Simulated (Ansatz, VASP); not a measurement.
## One calculation of F, two programs

```xyz
4
Lattice="3.1339 -1.7724 -0.2417 3.1339 1.7724 -0.2417 -2.3650 0.0000 7.1017" Properties=species:S:1:pos:R:3 pbc="T T T"
F     0.3095    0.0000    0.6266
F     3.5933    0.0000    5.9917
F     1.7396    0.0000    3.9739
F     2.1632    0.0000    2.6443
```

Change from the starting cell: volume 19.217 Å^3 an atom, stretch along a over the lengths across it, relative to the relaxed cell 1.0162.

Alike in both runs: task single point; functional PBEsol; k mesh 4 × 4 × 2; occupations gaussian, width 0.05 eV; no spin polarisation.

|  | VASP | Ansatz |
| --- | --- | --- |
| version | VASP 6.6.1 | Ansatz 0.2.0 |
| potentials or method | VASP PAW PBE potentials, release 64 (F) | scalar-relativistic, plane waves, PAW |
| plane-wave cutoff (eV) | 520 | 520 |
| valence electrons in the cell | 28 | 28 |

|  | VASP | Ansatz | Ansatz less VASP |
| --- | --- | --- | --- |
| gap on the k mesh at the Fermi level (eV) | 3.07 | 3.15 | +0.081 |
| least direct gap on the mesh (eV) | 3.16 | 3.24 | +0.081 |
| pressure (GPa) | 0.7 | 0.3 | -0.37 |
| largest component of the traceless stress (GPa) | 1.89 | 0.50 | -1.389 |
| rms of the force components (eV/Å) | 0.349 | 0.094 | -0.2547 |

Atom by atom the forces differ by 0.255 eV/Å (rms over components).

Caveats: the k mesh is coarse (spacing up to 0.52 Å⁻¹), so the values aren't converged; the PAW data sets were made with another functional, which shifts forces and pressure a little (VASP). A k mesh can miss the band edges.
